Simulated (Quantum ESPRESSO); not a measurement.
# ZnS (Wurtzite-2H) (P6_3mc) in Quantum ESPRESSO: equation of state

How stiff is ZnS (Wurtzite-2H) in PBE, and what volume does it want? The cell is scaled to several volumes.

All numbers are computed with Quantum ESPRESSO 7.5; they aren't measurements. Logs are shortened: lines on timing, memory, paths and dates and some standing lists are left out, and cuts for length are marked.

**1. Starting point**

The structure is hexagonal, space group P6_3mc (No. 186). Conventional cell: a = 3.811 Å, b = 3.811 Å, c = 6.234 Å, α = 90.00°, β = 90.00°, γ = 120.00°. Zn (site symmetry 3m) is surrounded by 4 S at 2.31 to 2.40 Å. Around S (site symmetry 3m) lie 4 Zn at 2.31 to 2.40 Å.

**2. Single point, PBE, 18.43 Å³/atom**

The input, pw.in:

```
&CONTROL
  calculation = 'scf'
  prefix = 'pwscf'
  outdir = './tmp'
  pseudo_dir = './pseudo'
  tstress = .true.
  disk_io = 'nowf'
/
&SYSTEM
  ibrav = 0
  nat = 4
  ntyp = 2
  ecutwfc = 55
  ecutrho = 440
  nbnd = 36
  occupations = 'smearing'
  smearing = 'fd'
  degauss = 0.00367493
/
&ELECTRONS
  conv_thr = 8d-10
  electron_maxstep = 120
  mixing_beta = 0.5
/
ATOMIC_SPECIES
Zn    65.3800 Zn_pbe_v1.uspp.F.UPF
S     32.0600 s_pbe_v1.4.uspp.F.UPF
CELL_PARAMETERS angstrom
   3.7332026603    0.0000000000    0.0000000000
  -1.8666013302    3.2330483413    0.0000000000
   0.0000000000    0.0000000000    6.1067398017
ATOMIC_POSITIONS crystal
Zn     0.6666666667    0.3333333333    0.5000000000
Zn     0.3333333333    0.6666666667    0.0000000000
S      0.6666666667    0.3333333333    0.8850000000
S      0.3333333333    0.6666666667    0.3850000000
K_POINTS automatic
8 8 5 0 0 0
```

Potentials or basis: SSSP 1.3 efficiency PBE.

Run with:

```
$ OMP_NUM_THREADS=1 mpirun -n 2 pw.x -nk 2 -in pw.in > pw.out
```

pw.out:

```text
This program is part of the open-source Quantum ESPRESSO suite
     for quantum simulation of materials; please cite
         "P. Giannozzi et al., J. Phys.:Condens. Matter 21 395502 (2009);
         "P. Giannozzi et al., J. Phys.:Condens. Matter 29 465901 (2017);
         "P. Giannozzi et al., J. Chem. Phys. 152 154105 (2020);
     in publications or presentations arising from this work. More details at

     Message from routine setup:
     using ibrav=0 with symmetry is DISCOURAGED, use correct ibrav instead

     K-points division:     npool     =       2
     Subspace diagonalization in iterative solution of the eigenvalue problem:
     a serial algorithm will be used

     G-vector sticks info
     --------------------
     sticks:   dense  smooth     PW     G-vecs:    dense   smooth      PW
     Sum        1507     757    211                77555    27367    4271

     Using Slab Decomposition

     bravais-lattice index     =            0
     lattice parameter (alat)  =       7.0547  a.u.
     unit-cell volume          =     497.3931 (a.u.)^3
     number of atoms/cell      =            4
     number of atomic types    =            2
     number of electrons       =        52.00
     number of Kohn-Sham states=           36
     kinetic-energy cutoff     =      55.0000  Ry
     charge density cutoff     =     440.0000  Ry
     scf convergence threshold =      8.0E-10
     mixing beta               =       0.5000
     number of iterations used =            8  plain     mixing
     Exchange-correlation=  SLA  PW   PBX  PBC
                           (   1   4   3   4   0   0   0)

     celldm(1)=   7.054731  celldm(2)=   0.000000  celldm(3)=   0.000000
     celldm(4)=   0.000000  celldm(5)=   0.000000  celldm(6)=   0.000000

     crystal axes: (cart. coord. in units of alat)
               a(1) = (   1.000000   0.000000   0.000000 )
               a(2) = (  -0.500000   0.866025   0.000000 )
               a(3) = (   0.000000   0.000000   1.635791 )

     reciprocal axes: (cart. coord. in units 2 pi/alat)
               b(1) = (  1.000000  0.577350 -0.000000 )
               b(2) = (  0.000000  1.154701  0.000000 )
               b(3) = (  0.000000 -0.000000  0.611325 )

     PseudoPot. # 1 for Zn read from file:
     Zn_pbe_v1.uspp.F.UPF
     Pseudo is Ultrasoft, Zval = 20.0
     Generated by new atomic code, or converted to UPF format
     Using radial grid of  943 points,  6 beta functions with:
                l(1) =   0
                l(2) =   0
                l(3) =   1
                l(4) =   1
                l(5) =   2
                l(6) =   2
     Q(r) pseudized with  8 coefficients,  rinner =    1.100   1.100   1.100
                                                       1.100   1.100

     PseudoPot. # 2 for S  read from file:
     s_pbe_v1.4.uspp.F.UPF
     Pseudo is Ultrasoft + core correction, Zval =  6.0
     Generated by new atomic code, or converted to UPF format
     Using radial grid of  907 points,  6 beta functions with:
                l(1) =   0
                l(2) =   0
                l(3) =   1
                l(4) =   1
                l(5) =   2
                l(6) =   2
     Q(r) pseudized with  8 coefficients,  rinner =    1.300   1.300   1.300
                                                       1.300   1.300

     atomic species   valence    mass     pseudopotential
     Zn               20.00    65.38000     Zn( 1.00)
     S                 6.00    32.06000     S ( 1.00)

     12 Sym. Ops. (no inversion) found ( 6 have fractional translation)

   Cartesian axes

     site n.     atom                  positions (alat units)
         1        Zn     tau(   1) = (   0.5000000   0.2886751   0.8178956  )
         2        Zn     tau(   2) = (  -0.0000000   0.5773503   0.0000000  )
         3        S      tau(   3) = (   0.5000000   0.2886751   1.4476752  )
         4        S      tau(   4) = (  -0.0000000   0.5773503   0.6297796  )

     number of k points=    30  Fermi-Dirac smearing, width (Ry)=  0.0037
                       cart. coord. in units 2pi/alat
        k(    1) = (   0.0000000   0.0000000   0.0000000), wk =   0.0062500
        k(    2) = (   0.0000000   0.0000000   0.1222650), wk =   0.0125000
        k(    3) = (   0.0000000   0.0000000   0.2445300), wk =   0.0125000
        k(    4) = (   0.0000000   0.1443376   0.0000000), wk =   0.0375000
        k(    5) = (   0.0000000   0.1443376   0.1222650), wk =   0.0750000
        k(    6) = (   0.0000000   0.1443376   0.2445300), wk =   0.0750000
[... 22 lines left out ...]
        k(   29) = (   0.2500000   0.5773503   0.1222650), wk =   0.0750000
        k(   30) = (   0.2500000   0.5773503   0.2445300), wk =   0.0750000

     Dense  grid:    77555 G-vectors     FFT dimensions: (  48,  48,  80)

     Smooth grid:    27367 G-vectors     FFT dimensions: (  36,  36,  60)

     Initial potential from superposition of free atoms

     starting charge      51.9996, renormalised to      52.0000
     Starting wfcs are   34 randomized atomic wfcs +    2 random wfcs

     Self-consistent Calculation

     iteration #  1     ecut=    55.00 Ry     beta= 0.50
     Davidson diagonalization with overlap
     ethr =  1.00E-02,  avg # of iterations =  4.3

     Threshold (ethr) on eigenvalues was too large:
     Diagonalizing with lowered threshold

     Davidson diagonalization with overlap
     ethr =  4.19E-04,  avg # of iterations =  1.7

     total energy              =    -971.47087130 Ry
     estimated scf accuracy    <       0.20979288 Ry

     iteration #  2     ecut=    55.00 Ry     beta= 0.50
     Davidson diagonalization with overlap
     ethr =  4.03E-04,  avg # of iterations =  2.0
[... 50 lines left out ...]
     total energy              =    -971.53058170 Ry
     estimated scf accuracy    <          1.8E-09 Ry

     iteration # 10     ecut=    55.00 Ry     beta= 0.50
     Davidson diagonalization with overlap
     ethr =  3.52E-12,  avg # of iterations =  2.9

     End of self-consistent calculation

          k = 0.0000 0.0000 0.0000 (  3417 PWs)   bands (ev):

  -117.3403-117.3403 -71.5096 -71.5096 -71.5096 -71.5096 -71.5084 -71.5081
    -5.9243  -4.8799   1.0989   1.0989   1.1700   1.1700   1.1844   1.6543
     1.6543   1.7499   1.7499   1.8722   2.1902   6.7888   6.7888   7.7198
     7.7266   7.7266  10.2610  10.8318  13.9510  13.9510  14.2686  15.3352
    15.3352  17.3430  17.7691  17.7691

          k = 0.0000 0.0000 0.1223 (  3435 PWs)   bands (ev):
[... 225 lines left out ...]
  -117.3403-117.3403 -71.5098 -71.5098 -71.5097 -71.5097 -71.5083 -71.5083
    -4.6150  -4.5651   1.2299   1.2831   1.3074   1.3824   1.5021   1.5078
     1.6640   1.6660   2.0030   2.0625   2.6258   2.7753   4.2598   4.7804
     6.0900   6.3433  12.2040  12.5578  13.7277  14.2456  14.9709  15.4833
    17.2875  17.4450  18.8236  18.9411

     the Fermi energy is     8.9467 ev

!    total energy              =    -971.53058170 Ry
     estimated scf accuracy    <          2.9E-11 Ry
     smearing contrib. (-TS)   =      -0.00000000 Ry
     internal energy E=F+TS    =    -971.53058170 Ry

     The total energy is F=E-TS. E is the sum of the following terms:
     one-electron contribution =    -893.50807036 Ry
     hartree contribution      =     462.07351105 Ry
     xc contribution           =    -101.52807923 Ry
     ewald contribution        =    -438.56794316 Ry

     convergence has been achieved in  10 iterations

     Computing stress (Cartesian axis) and pressure

          total   stress  (Ry/bohr**3)                   (kbar)     P=       79.65
   0.00061129   0.00000000   0.00000000           89.92        0.00        0.00
   0.00000000   0.00061129   0.00000000            0.00       89.92        0.00
  -0.00000000  -0.00000000   0.00040180           -0.00       -0.00       59.11

=------------------------------------------------------------------------------=
   JOB DONE.
=------------------------------------------------------------------------------=
```

It took 42 s on 2 MPI ranks of Arm Neoverse V2, shared host; peak memory 0.44 GiB.

What came out:

| Quantity | Value |
| --- | --- |
| Free energy | -13218.3470 eV |
| Pressure | 8.0 GPa |
| Band gap on the k mesh | 2.53 eV, direct |

**3. Single point, PBE, 18.82 Å³/atom**

pw.in, as its differences from that of step 2:

```diff
@@ -28,5 +28,5 @@
 CELL_PARAMETERS angstrom
-   3.7332026603    0.0000000000    0.0000000000
-  -1.8666013302    3.2330483413    0.0000000000
-   0.0000000000    0.0000000000    6.1067398017
+   3.7594936861    0.0000000000    0.0000000000
+  -1.8797468431    3.2558170375    0.0000000000
+   0.0000000000    0.0000000000    6.1497464286
 ATOMIC_POSITIONS crystal
```

Potentials or basis: SSSP 1.3 efficiency PBE.

Run with:

```
$ OMP_NUM_THREADS=1 mpirun -n 2 pw.x -nk 2 -in pw.in > pw.out
```

It took 43 s on 2 MPI ranks of Arm Neoverse V2, shared host; peak memory 0.44 GiB.

It converged, with:

| Item | Value |
| --- | --- |
| Free energy | -13218.4155 eV |
| Pressure | 5.9 GPa |
| Band gap on the k mesh | 2.44 eV, direct |

**4. Single point, PBE, 19.21 Å³/atom**

pw.in, as its differences from that of step 3:

```diff
@@ -28,5 +28,5 @@
 CELL_PARAMETERS angstrom
-   3.7594936861    0.0000000000    0.0000000000
-  -1.8797468431    3.2558170375    0.0000000000
-   0.0000000000    0.0000000000    6.1497464286
+   3.7854220481    0.0000000000    0.0000000000
+  -1.8927110241    3.2782716577    0.0000000000
+   0.0000000000    0.0000000000    6.1921598132
 ATOMIC_POSITIONS crystal
```

Run with:

```
$ OMP_NUM_THREADS=1 mpirun -n 2 pw.x -nk 2 -in pw.in > pw.out
```

Wall time 45 s (2 MPI ranks of Arm Neoverse V2, shared host); peak memory 0.46 GiB.

Results (log left out):

| Item | Value |
| --- | --- |
| Free energy | -13218.4648 eV |
| Pressure | 4.0 GPa |
| Band gap on the k mesh | 2.34 eV, direct |

**5. Single point, PBE, 19.60 Å³/atom**

pw.in, as its differences from that of step 4:

```diff
@@ -28,5 +28,5 @@
 CELL_PARAMETERS angstrom
-   3.7854220481    0.0000000000    0.0000000000
-  -1.8927110241    3.2782716577    0.0000000000
-   0.0000000000    0.0000000000    6.1921598132
+   3.8110000000    0.0000000000    0.0000000000
+  -1.9055000000    3.3004228138    0.0000000000
+   0.0000000000    0.0000000000    6.2340000000
 ATOMIC_POSITIONS crystal
```

Run with:

```
$ OMP_NUM_THREADS=1 mpirun -n 2 pw.x -nk 2 -in pw.in > pw.out
```

It took 46 s on 2 MPI ranks of Arm Neoverse V2, shared host; peak memory 0.46 GiB.

The run converged. Its results:

| Item | Value |
| --- | --- |
| Free energy | -13218.4968 eV |
| Pressure | 2.4 GPa |
| Band gap on the k mesh | 2.24 eV, direct |

**6. Single point, PBE, 19.99 Å³/atom**

pw.in, as its differences from that of step 5:

```diff
@@ -28,5 +28,5 @@
 CELL_PARAMETERS angstrom
-   3.8110000000    0.0000000000    0.0000000000
-  -1.9055000000    3.3004228138    0.0000000000
-   0.0000000000    0.0000000000    6.2340000000
+   3.8362391461    0.0000000000    0.0000000000
+  -1.9181195731    3.3222805555    0.0000000000
+   0.0000000000    0.0000000000    6.2752859714
 ATOMIC_POSITIONS crystal
```

Potentials or basis: SSSP 1.3 efficiency PBE.

Run with:

```
$ OMP_NUM_THREADS=1 mpirun -n 2 pw.x -nk 2 -in pw.in > pw.out
```

It took 46 s on 2 MPI ranks of Arm Neoverse V2, shared host; peak memory 0.48 GiB.

The run converged. Its results:

```yaml
Free_energy: -13218.5133 eV
Pressure: 0.9 GPa
Band_gap_on_the_k_mesh: 2.15 eV, direct
```

**7. Single point, PBE, 20.39 Å³/atom**

pw.in, as its differences from that of step 6:

```diff
@@ -28,5 +28,5 @@
 CELL_PARAMETERS angstrom
-   3.8362391461    0.0000000000    0.0000000000
-  -1.9181195731    3.3222805555    0.0000000000
-   0.0000000000    0.0000000000    6.2752859714
+   3.8611504880    0.0000000000    0.0000000000
+  -1.9305752440    3.3438544104    0.0000000000
+   0.0000000000    0.0000000000    6.3160357234
 ATOMIC_POSITIONS crystal
```

Run with:

```
$ OMP_NUM_THREADS=1 mpirun -n 2 pw.x -nk 2 -in pw.in > pw.out
```

It took 45 s on 2 MPI ranks of Arm Neoverse V2, shared host; peak memory 0.48 GiB.

Results (log left out):

```yaml
Free_energy: -13218.5157 eV
Pressure: -0.5 GPa
Band_gap_on_the_k_mesh: 2.06 eV, direct
```

**8. Single point, PBE, 20.78 Å³/atom**

pw.in, as its differences from that of step 7:

```diff
@@ -28,5 +28,5 @@
 CELL_PARAMETERS angstrom
-   3.8611504880    0.0000000000    0.0000000000
-  -1.9305752440    3.3438544104    0.0000000000
-   0.0000000000    0.0000000000    6.3160357234
+   3.8857444663    0.0000000000    0.0000000000
+  -1.9428722331    3.3651534204    0.0000000000
+   0.0000000000    0.0000000000    6.3562663350
 ATOMIC_POSITIONS crystal
```

Run with:

```
$ OMP_NUM_THREADS=1 mpirun -n 2 pw.x -nk 2 -in pw.in > pw.out
```

Wall time 46 s (2 MPI ranks of Arm Neoverse V2, shared host); peak memory 0.5 GiB.

It converged, with:

| Quantity | Value |
| --- | --- |
| Free energy | -13218.5055 eV |
| Pressure | -1.7 GPa |
| Band gap on the k mesh | 1.97 eV, direct |

**9. Equation of state, PBE**

Potentials or basis: SSSP 1.3 efficiency PBE.

No new run: the results of the series are fitted here.

Results:

| Quantity | Value |
| --- | --- |
| Equilibrium volume | 20.26 Å³/atom |
| Bulk modulus at fixed shape and positions | 69 GPa |
| Pressure derivative of the bulk modulus | 4.4 |

Energy against volume, from the lowest point:
```tsv
volume (Å³/atom)	energy (meV/atom)
18.427	42.19
18.819	25.05
19.211	12.73
19.603	4.73
19.995	0.61
20.387	0.00
20.779	2.54
```

Caveat: the cell was scaled at fixed shape and fractional positions, which overstates the stiffness of a crystal with free parameters, most of all of layers and chains.
